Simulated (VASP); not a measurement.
Input of a VASP 6.6.1 run:

Contents of INCAR:

```
SYSTEM = CdTe
  ALGO = Normal
  EDIFF = 1E-6
  ENCUT = 520
  GGA = PS
  ISIF = 2
  ISMEAR = -1
  LASPH = .True.
  LCHARG = .True.
  LELF = .True.
  LREAL = .False.
  LVHAR = .True.
  LWAVE = .False.
  NBANDS = 16
  NELM = 60
  PREC = Accurate
  SIGMA = 0.05
```

Contents of KPOINTS:

```
k-points
0
Gamma
  7 7 7
  0 0 0
```

The input POSCAR:

```
CdTe
1.0
    0.0000000000      3.1834892848      3.1834892848
    3.1834892848      0.0000000000      3.1834892848
    3.1834892848      3.1834892848      0.0000000000
Te Cd
1 1
Direct
    0.7500000000      0.7500000000      0.7500000000
    0.0000000000      0.0000000000      0.0000000000
```

Potentials or basis: VASP PAW PBE potentials, release 64 (Te, Cd).

Launch:

```bash
$ cat potpaw_PBE.64/Te/POTCAR potpaw_PBE.64/Cd/POTCAR > POTCAR
$ mpirun -np 1 vasp_std > vasp.out
```

Q: Estimate the pressure.

A: 2.9 GPa.

Q: Predict the band gap on the k mesh.

A: 0.82 eV, direct.

Caveat: the PAW data sets were made with another functional, which shifts forces and pressure a little; spin-orbit coupling is left out, which moves the levels of the heavy elements.

**Measured values to compare with.**

From a printed reference work, data compilation, for a bulk crystal of CdTe at 0 K: band gap 1.607 eV.

Against the measured gap of CdTe, 1.607 eV (0 K; a printed reference work, data compilation), the calculated 0.82 eV is off by -0.79 eV. Spin-orbit coupling on Cd, Te is left out. The value is that of PBEsol, without temperature or zero-point motion. Semilocal functionals fall short of measured gaps as a rule.
